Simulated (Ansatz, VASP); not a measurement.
## CdF2 in VASP and in Ansatz

Contents of INCAR:

```
PREC = Accurate ; ENCUT = 520
EDIFF = 1E-6 ; ISMEAR = 0
SIGMA = 0.05 ; LREAL = F
LASPH = T ; NELM = 60
ALGO = Normal ; ISIF = 2
LWAVE = F ; LCHARG = F
GGA = PS ; NBANDS = 20
```

KPOINTS

```
regular mesh
0
Gamma
  8 8 8
```

The input POSCAR:

```
CdF2
1.0
    0.0000000000      2.6805300000      2.6940000000
    2.7074700000      0.0000000000      2.6940000000
    2.7074700000      2.6805300000      0.0000000000
Cd F
1 2
Direct
    0.0000000000      0.0000000000      0.0000000000
    0.2500000000      0.2500000000      0.2500000000
    0.7500000000      0.7500000000      0.7500000000
```

Input for Ansatz:

```yaml
crystal:
  lattice:
    - [0.0, 2.68053, 2.694]
    - [2.70747, 0.0, 2.694]
    - [2.70747, 2.68053, 0.0]
  atoms:
    - { symbol: Cd, position: [0.0, 0.0, 0.0] }
    - { symbol: F, position: [0.25, 0.25, 0.25] }
    - { symbol: F, position: [0.75, 0.75, 0.75] }
basis:
  ecutwfc: 420
kpoints:
  mp_grid: { grid: [8, 8, 8] }
hamiltonian:
  xc: pbesol
scf:
  occupations: { method: gaussian, width: 0.05 }
output:
  forces: true
  stress: true
  eigenvalues: true
```

Change from the starting cell: strain +0.0050 x Voigt [1, -1, 0, 0, 0, 0], atoms carried along.

Alike in both runs: task single point; functional PBEsol; k mesh 8 × 8 × 8; occupations gaussian, width 0.05 eV; no spin polarisation.

```csv
,VASP,Ansatz
version,VASP 6.6.1,Ansatz 0.2.0
potentials or method,"VASP PAW PBE potentials, release 64 (Cd, F)","scalar-relativistic, plane waves, PAW"
plane-wave cutoff (eV),520,420
valence electrons in the cell,26,34
```

```tsv
	VASP	Ansatz	Ansatz less VASP
gap on the k mesh at the Fermi level (eV)	2.90	2.93	+0.032
least direct gap on the mesh (eV)	3.38	3.41	+0.031
pressure (GPa)	0.5	-0.2	-0.78
largest component of the traceless stress (GPa)	0.55	0.56	+0.010
```

The two sets of potentials don't hold the same shells in valence.

Caveats: the PAW data sets were made with another functional, which shifts forces and pressure a little (VASP). A k mesh can miss the band edges.
